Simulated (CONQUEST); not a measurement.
A run of CONQUEST 1.3 is set up as follows.

Conquest_input

```
IO.Title Al
IO.Coordinates coords.dat
IO.FractionalAtomicCoords T
IO.Iprint 2
IO.Iprint_init 1
General.NumberOfSpecies 1
General.PseudopotentialType hamann
AtomMove.TypeOfRun static
AtomMove.FullStress T
Grid.GridCutoff 120
DM.SolutionMethod diagon
Diag.MPMesh T
Diag.GammaCentred T
Diag.MPMeshX 9
Diag.MPMeshY 9
Diag.MPMeshZ 7
Diag.kT 0.00183747
minE.SCTolerance 1e-6
SC.MaxIters 100
IO.AtomChargeOutput T
%block ChemicalSpeciesLabel
1 26.980 Al
%endblock
```

The input coords.dat:

```
    5.4112434039     0.0000000000     0.0000000000
    0.0000000000     5.4112434039     0.0000000000
    0.0000000000     0.0000000000     7.6526538115
2
  0.0000000000   0.0000000000   0.0000000000 1 T T T
  0.5000000000   0.5000000000   0.5000000000 1 T T T
```

Potentials or basis: PseudoDojo NC PBE, SZP, grid cutoff 120 Ha.

The run is started by

```bash
$ Conquest
```

Question: Estimate the pressure.

Answer: 6.7 GPa.

Question: Estimate the band gap on the k mesh.

Answer: None (metal or under the smearing width).

Caveat: the atomic basis is small; the basis of atomic orbitals isn't converged, which shifts pressures, moduli and gaps; the real-space grid breaks the cell's symmetry a little.
